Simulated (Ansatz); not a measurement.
# Os: a trial structure relaxed

Aim: relax Os from this start, O type (R-3m, No. 166), and see where it ends.

Program: Ansatz 0.2.0. Level of theory: DFT PBE, scalar-relativistic, plane waves, PAW. These are calculated values, not measurements.

10 further runs of the same task are left out: 10 set aside as unsound or not needed.

**1. The structure to begin with**

Symmetry: R-3m, No. 166, trigonal system. The conventional cell has a = 3.164 Å, b = 3.164 Å, c = 11.363 Å, α = 90.00°, β = 90.00°, γ = 120.00°. Os (site symmetry 3m) is surrounded by 1 Os at 1.31 Å.

As a file:

```
CELL_PARAMETERS angstrom
1.58178 0.91324 3.78768
-1.58178 0.91324 3.78768
0.00000 -1.82649 3.78768
ATOMIC_POSITIONS crystal
Os 0.05770 0.05770 0.05770
Os 0.94230 0.94230 0.94230
```

(A quick probe on a coarse mesh, which set the mesh and smearing, is not shown.)

**3. Rough relaxation on the coarse mesh**

Contents of input.yaml:

```yaml
crystal:
  lattice:
    - [1.5817846479, 0.9132437922, 3.7876842094]
    - [-1.5817846479, 0.9132437922, 3.7876842094]
    - [0.0, -1.8264875845, 3.7876842094]
  atoms:
    - { symbol: Os, position: [0.0577, 0.0577, 0.0577] }
    - { symbol: Os, position: [0.9423, 0.9423, 0.9423] }
basis:
  ecutwfc: 420
kpoints:
  mp_grid: { grid: [6, 6, 6] }
hamiltonian:
  xc: pbe
scf:
  occupations: { method: gaussian, width: 0.1 }
  lower_state_search: "off"
output:
  forces: true
  stress: true
  eigenvalues: true
relax:
  adjacent_minimum: "off"
  f_tol: 0.04
  max_steps: 70
  cell: { stress_tol: 0.4 }
```

The session goes on with these runs: rough relaxation on the coarse mesh; relaxing cell and atoms.

Q: Predict the outcome of this session.

**Answer**, as computed:

| quantity | value |
| --- | --- |
| cell (conventional) | a = 2.725 Å, b = 2.725 Å, c = 14.186 Å, α = 90.00°, β = 90.00°, γ = 120.00° |
| space group | R-3m (No. 166) |
| volume | 15.20 Å³/atom |
| gap on the mesh | none (metal) |

In words: The space group stayed R-3m, and from the first guess the volume went from 16.41 to 15.20 Å³/atom. Spin-orbit coupling is left out for Os. Where forces pass 15 eV/Å atoms stand far too close, the PAW spheres overlap strongly and those numbers are rough.
